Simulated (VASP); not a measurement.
A run of VASP 6.6.1 is set up as follows.

File INCAR:

```
SYSTEM = PbF2
PREC = Accurate ; ENCUT = 600
EDIFF = 1E-7 ; ISMEAR = 0
SIGMA = 0.02 ; LREAL = .False.
LASPH = .True. ; NELM = 60
ALGO = Normal ; ISIF = 3
LWAVE = .False. ; LCHARG = .False.
METAGGA = R2SCAN ; LMIXTAU = .True.
LUSE_VDW = .True. ; IVDW_NL = 2
BPARAM = 11.95 ; CPARAM = 0.0093
IBRION = 2 ; NSW = 90
EDIFFG = -0.005
```

KPOINTS

```
regular mesh
0
Gamma
  8 8 8
  0 0 0
```

File POSCAR:

```
PbF2
1.0
    0.0000000000      2.9579484300      2.9579484300
    2.9579484300      0.0000000000      2.9579484300
    2.9579484300      2.9579484300      0.0000000000
Pb F
1 2
Direct
    0.0000000000      0.0000000000      0.0000000000
    0.7500000000      0.7500000000      0.7500000000
    0.2500000000      0.2500000000      0.2500000000
```

Potentials or basis: VASP PAW PBE potentials, release 64 (Pb_d, F).

Command:

```sh
$ cat potpaw_PBE.64/Pb_d/POTCAR potpaw_PBE.64/F/POTCAR > POTCAR
$ mpirun -np 1 vasp_std > vasp.out
```

**Question.** Predict the relaxed cell.

**Answer.** a = 4.166 Å, b = 4.166 Å, c = 4.166 Å, α = 60.00°, β = 60.00°, γ = 60.00°.

**Question.** Estimate the band gap on the k mesh.

**Answer.** 4.88 eV, indirect (least direct gap 5.03 eV).

**Question.** Estimate the relaxed volume.

**Answer.** 17.05 Å³/atom.

Final structure:
```xyz
3
Lattice="0.0000 2.9460 2.9460 2.9460 0.0000 2.9460 2.9460 2.9460 0.0000" Properties=species:S:1:pos:R:3 pbc="T T T"
Pb    0.0000    0.0000    0.0000
F     4.4190    4.4190    4.4190
F     1.4730    1.4730    1.4730
```

Caveat: the PAW data sets were made with another functional, which shifts forces and pressure a little; spin-orbit coupling is left out, which as a rule narrows the gap of such compounds by several tenths of an eV. A k mesh can miss the band edges.
